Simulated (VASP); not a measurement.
Output of a VASP run:

OSZICAR:
```
       N       E                     dE             d eps       ncg     rms          rms(c)
DAV:   1     0.851898698160E+02    0.85190E+02   -0.60558E+03   240   0.942E+02
DAV:   2    -0.991874165773E+00   -0.86182E+02   -0.81807E+02   368   0.175E+02
DAV:   3    -0.688268265917E+01   -0.58908E+01   -0.58757E+01   292   0.519E+01
DAV:   4    -0.693921957298E+01   -0.56537E-01   -0.56524E-01   284   0.633E+00
DAV:   5    -0.694007874345E+01   -0.85917E-03   -0.85910E-03   304   0.749E-01    0.231E+00
DAV:   6    -0.656906408664E+01    0.37101E+00   -0.63631E-01   272   0.461E+00    0.177E+00
DAV:   7    -0.652455228481E+01    0.44512E-01   -0.20570E-01   328   0.256E+00    0.105E+00
DAV:   8    -0.652528768065E+01   -0.73540E-03   -0.14564E-02   276   0.925E-01    0.137E-01
DAV:   9    -0.652561730733E+01   -0.32963E-03   -0.34967E-03   308   0.381E-01    0.117E-01
DAV:  10    -0.652575962434E+01   -0.14232E-03   -0.28332E-04   288   0.142E-01    0.189E-02
DAV:  11    -0.652577600218E+01   -0.16378E-04   -0.34535E-05   292   0.430E-02    0.579E-03
DAV:  12    -0.652577575809E+01    0.24410E-06   -0.87152E-06   292   0.187E-02
   1 F= -.65257758E+01 E0= -.65257758E+01  d E =-.426908E-18
```

File OUTCAR:
```
------------------------ aborting loop because EDIFF is reached ----------------------------------------
  FORCE on cell =-STRESS in cart. coord.  units (eV):
  Direction    XX          YY          ZZ          XY          YZ          ZX
  --------------------------------------------------------------------------------------
  Total        0.4628239      0.4628239      0.4628239      0.0000000      0.0000000      0.0000000
  in kB       10.6031441     10.6031441     10.6031441      0.0000000      0.0000000      0.0000000
  external PRESSURE =      10.6031441 kB  Pullay stress =       0.0000000 kB
  volume of cell :       69.93
      direct lattice vectors                 reciprocal lattice vectors
     4.120000000  0.000000000  0.000000000     0.242718447  0.000000000  0.000000000
     0.000000000  4.120000000  0.000000000     0.000000000  0.242718447  0.000000000
     0.000000000  0.000000000  4.120000000     0.000000000  0.000000000  0.242718447
 POSITION                                       TOTAL-FORCE (eV/Angst)
 -----------------------------------------------------------------------------------
      0.00000      0.00000      0.00000         0.000000      0.000000      0.000000
      2.06000      2.06000      2.06000         0.000000      0.000000      0.000000
 -----------------------------------------------------------------------------------
    total drift:                                0.000000      0.000000      0.000000
  FREE ENERGIE OF THE ION-ELECTRON SYSTEM (eV)
  ---------------------------------------------------
  free  energy   TOTEN  =        -6.5257757581 eV

  energy  without entropy=       -6.5257757581  energy(sigma->0) =       -6.52577576
```
(Selected blocks of OUTCAR.)

POSCAR:
```
CsCl
1
    4.1200000000     0.0000000000     0.0000000000
    0.0000000000     4.1200000000     0.0000000000
    0.0000000000     0.0000000000     4.1200000000
Cs Cl
1 1
Direct
  0.0000000000   0.0000000000   0.0000000000
  0.5000000000   0.5000000000   0.5000000000
```

Question: Reconstruct the remaining input files.

Answer: Several could match; the one computed here: the input of the run itself, PBE GGA, plane waves, VASP's PBE PAW potentials (set 64).

INCAR:
```
SYSTEM = CsCl
PREC = Accurate
ENCUT = 400
EDIFF = 1E-6
NELM = 100
ALGO = Normal
LREAL = .FALSE.
LASPH = .TRUE.
ISMEAR = 0
SIGMA = 0.05
GGA = PE
LMAXMIX = 4
LWAVE = .FALSE.
LCHARG = .FALSE.
ISIF = 2
```

### KPOINTS
```
K-points
0
gamma
5 5 5
0 0 0
```

POTCAR, in this order: Cs_sv Cl (PBE.64 set). Program: vasp_std.

The compound is CsCl in the CsCl type structure. The cell was not relaxed at this level.
